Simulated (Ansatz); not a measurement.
Input of an Ansatz 0.2.0 run:

input.yaml

```yaml
crystal:
  lattice:
    - [0.0, 2.04275, 2.04275]
    - [2.04275, 0.0, 2.04275]
    - [2.04275, 2.04275, 0.0]
  atoms:
    - { symbol: Ag, position: [0.0, 0.0, 0.0] }
hamiltonian:
  xc: pbe
  pseudopotentials: { kind: paw_fr }
magnetization:
  noncollinear: true
  spin_orbit: true
kpoints:
  mp_grid: { grid: [11, 11, 11] }
  band_path:
    path:
      - [[0.0, 0.0, 0.0], [0.5, 0.0, 0.5], [0.5, 0.25, 0.75], [0.375, 0.375, 0.75], [0.0, 0.0, 0.0], [0.5, 0.5, 0.5], [0.625, 0.25, 0.625], [0.5, 0.25, 0.75], [0.5, 0.5, 0.5], [0.375, 0.375, 0.75]]
      - [[0.625, 0.25, 0.625], [0.5, 0.0, 0.5]]
    npoints: 14
scf:
  occupations: { method: fermi_dirac, width: 0.05 }
  n_extra_bands: 6
output:
  forces: true
  stress: true
  eigenvalues: true
  fatbands: false
```

Potentials or basis: Ansatz PAW.

Command:

```console
$ ansatz run input.yaml --threads 2 --pin off --max-ram 5120MiB --backend cpu --events-out ev --progress --plain --runs-dir out
```

(1) Predict the pressure.

(2) What does it give for the band gap on the k mesh?

## Answers

(1) 4.3 GPa.

(2) none (metal or under the smearing width).
